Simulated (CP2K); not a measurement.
# HfN: single point with PBE

Crystal: HfN.

```
Hf N
1.0
     3.19047    0.00000    0.00000
     1.59523    2.76302    0.00000
     1.59523    0.92101    2.60500
Hf N
1 1
Direct
  0.00000 0.00000 0.00000
  0.50000 0.50000 0.50000
```

```yaml
Program: CP2K 2026.2
Task: single point
Functional: PBE
Potentials_or_basis: POTENTIAL_UZH Hf GTH-PBE-q12, N GTH-PBE-q5; TZVP-MOLOPT-PBE-GTH basis
Density_cutoff: 6123 eV
k_mesh: 10 × 10 × 10
Occupations: fermi-dirac, width 0.05 eV
Spin: no spin polarisation
SCF_solver: diagonalisation with k points
Quickstep_method: GPW
EPS_DEFAULT: 1.0E-10
EPS_SCF: 1.0E-6
MAX_SCF: 100
SCF_GUESS: ATOMIC
k_points_reduced_by_the_point_group: yes
Mesh_centred_on_Gamma: yes
CHOLESKY: OFF
EPS_EIGVAL: 1.0E-7
MIXING_METHOD: BROYDEN_MIXING
MIXING_ALPHA: 0.4
NBUFFER: 8
NGRIDS: 4
Basis_sets: Hf TZVP-MOLOPT-PBE-GTH-q12, N TZVP-MOLOPT-PBE-GTH-q5
Potentials: Hf GTH-PBE-q12 of POTENTIAL_UZH, N GTH-PBE-q5 of POTENTIAL_UZH
ADDED_MOS: "[13]"
REL_CUTOFF_Ry: 60 Ry
MIXING_BETA_1/bohr: 1.5 1/bohr
CUTOFF_of_the_grids: 450 Ry
```

The pressure is 2.1 GPa, the band gap on the k mesh is none (metal or under the smearing width) and the mulliken charges are Hf +1.65; N -1.65 e. The hirshfeld charges are Hf +0.34; N -0.34 e.

Levels at points of the mesh, in eV from the Fermi level:
```csv
k point,band 5,band 6,band 7,band 8,band 9,band 10,band 11,band 12,band 13,band 14
"(0.00, 0.00, 0.00)",-17.55,-3.18,-3.18,-3.18,-0.35,-0.35,-0.35,1.88,1.99,1.99
"(0.00, 0.00, 0.50)",-14.88,-8.93,-6.26,-6.26,3.32,3.77,3.77,4.35,8.96,8.96
"(0.00, 0.50, 0.50)",-16.49,-5.51,-3.85,-3.82,-3.82,4.16,5.62,5.62,5.69,8.22
```

Wall time 72 s on 1 thread of Arm Neoverse V2 (shared host), peak memory 0.32 GiB.

Caveat: Mulliken charges move with the basis; the basis of atomic orbitals isn't converged, which shifts pressures, moduli and gaps. Spin-orbit coupling is left out, which matters for the levels of Hf.
